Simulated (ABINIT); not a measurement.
The system is Al.

```xyz
1
Lattice="-1.5912 1.5912 1.5912 1.5912 -1.5912 1.5912 1.5912 1.5912 -1.5912" Properties=species:S:1:pos:R:3 pbc="T T T"
Al    0.0000    0.0000    0.0000
```

This isn't the form of Al at room conditions, which is fcc.

```yaml
Program: ABINIT 10.8.3 (patched build)
Task: single point
Functional: PBE
Potentials_or_basis: JTH PAW PBE v2.0
Cutoff: 408 eV
k_mesh: 12 × 12 × 12
Occupations: fermi-dirac, width 0.05 eV
Spin: no spin polarisation
```

On this cell: pressure 3.7 GPa; band gap on the k mesh none (metal or under the smearing width).

The same run follows on a disturbed copy (cell strained at random at fixed volume):

```
Al
1.0
    -1.69895    1.56431    1.60080
     1.63095   -1.58291    1.55140
     1.66037    1.54432   -1.61940
Al
1
Direct
  0.99931 0.01239 0.00585
```

Question: What changes?

Answer: The energy (extrapolated to zero smearing) moves by +1.5 meV/atom; pressure 3.8 GPa; band gap on the k mesh none (metal or under the smearing width).

Stress tensor (GPa, compression positive):
```
4.93 0.46 1.41
0.46 3.23 0.59
1.41 0.59 3.26
```
